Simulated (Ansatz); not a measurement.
SiO₂ and a variant

Base: a Materials Project structure (computed, not necessarily an observed phase) whose atoms were relaxed with PBE, the cell held.

```xyz
18
Lattice="-4.4585 4.4585 4.4585 4.4585 -4.4585 4.4585 4.4585 4.4585 -4.4585" Properties=species:S:1:pos:R:3 pbc="T T T"
Si    2.2292    0.0000    4.4585
Si    0.0000    2.2292    4.4585
Si    4.4585    0.0000    2.2292
Si    4.4585    2.2292    0.0000
Si    2.2292    4.4585    0.0000
Si    0.0000    4.4585    2.2292
O    -1.3039    1.3039    4.7489
O     4.1680    1.3039    1.3039
O    -1.3039    4.7489    1.3039
O     1.3039   -1.3039    4.7489
O     4.7489   -1.3039    1.3039
O     1.3039    4.1680    1.3039
O     1.3039    1.3039    4.1680
O     4.7489    1.3039   -1.3039
O     1.3039    4.7489   -1.3039
O     3.1546    3.1546   -0.2904
O    -0.2904    3.1546    3.1546
O     3.1546   -0.2904    3.1546
```

Atoms are numbered from 1 in the order listed; like atoms form one site, named after its first atom.

All values are calculated (Ansatz; DFT, PBE, plane waves and PAW (field gradients read without the response of the frozen cores, which leaves them typically 4 to 6 % off), scalar-relativistic, 420 eV cutoff, Γ-centred 4×4×4 k-points, Fermi–Dirac smearing 0.02 eV), not measured.

Gradients in 10²¹ V/m²:

```tsv
site	atoms	V_zz base	η base	V_zz variant	η variant
Si1	1, 5	-0.73	0.00	-0.35	0.00
Si2	2, 3, 4, 6	-0.73	0.00	-0.86	0.08
O7	7, 9, 10, 12, 13, …	10.41	0.12	10.15	0.15
O8	8, 11, 14, 17	10.41	0.12	10.25	0.15
```

Question: Which change was made?
A. volume scaled by 0.99, ions relaxed
B. x compressed by 2 %, ions relaxed
C. atom 16 (O) moved by 0.10 Å along (-0.059, -0.005, -0.080) Å
D. xy engineering shear strain of -1 %, ions relaxed

Answer: B. It leaves 4 symmetry-distinct sites where the base has 2, which no other option does. The largest change of V_zz is on Si1, from -0.73 to -0.35. In per cent, |V_zz| changes by -52 to +18 on Si, -2 on O (all sites that start above 0.5).
